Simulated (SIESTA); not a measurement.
## Bi under changes of volume

One of the cells (31.117 Å³/atom); the others are scaled copies at fixed shape and fractional positions:

```
Bi
1.0
    -1.98143    1.98143    1.98143
     1.98143   -1.98143    1.98143
     1.98143    1.98143   -1.98143
Bi
1
Direct
  0.00000 0.00000 0.00000
```

This isn't the form of Bi at room conditions, which is rhombohedral.

| Property | Result |
| --- | --- |
| Program | SIESTA 5.4.2 |
| Functional | PBE |
| Potentials or basis | SG15 1.2 (PBE files) or PseudoDojo by element |
| Basis | DZP (energy shift 0.002 Ry) |
| Grid cutoff | 500 Ry |
| Energy shift | 0.002 Ry |
| k mesh | 9 × 9 × 9 |
| Occupations | fermi-dirac, width 0.05 eV |
| Spin | no spin polarisation |

| volume (Å³/atom) | energy over the lowest point (meV/atom) | pressure (GPa) |
| --- | --- | --- |
| 29.250 | ? | ? |
| 29.872 | 30.69 | 4.6 |
| 30.495 | 15.72 | 3.2 |
| 31.117 | 6.09 | 1.9 |
| 31.739 | 1.02 | 0.8 |
| 32.362 | 0.00 | -0.2 |
| 32.984 | 2.63 | -1.1 |

Question: What does the run at 29.250 Å³/atom give?

Answer: Energy over the lowest point 51.59 meV/atom; pressure 6.2 GPa.

Worked out: A Birch-Murnaghan fit of order 3 (a polynomial in V^(-2/3)) to the other rows has its minimum at 32.21 Å³/atom with B0 = V·E''(V) = 49 GPa and B' = 5.6. It gives 51.54 meV/atom at 29.250 Å³/atom, against the run's 51.59, and -dE/dV = 6.2 GPa, against 6.2.

Energies are extrapolated to zero smearing.

Caveats: semicore shells carry a single zeta, which can move pressures by several GPa and volumes by a few percent; the basis of atomic orbitals isn't converged, which shifts pressures, moduli and gaps.
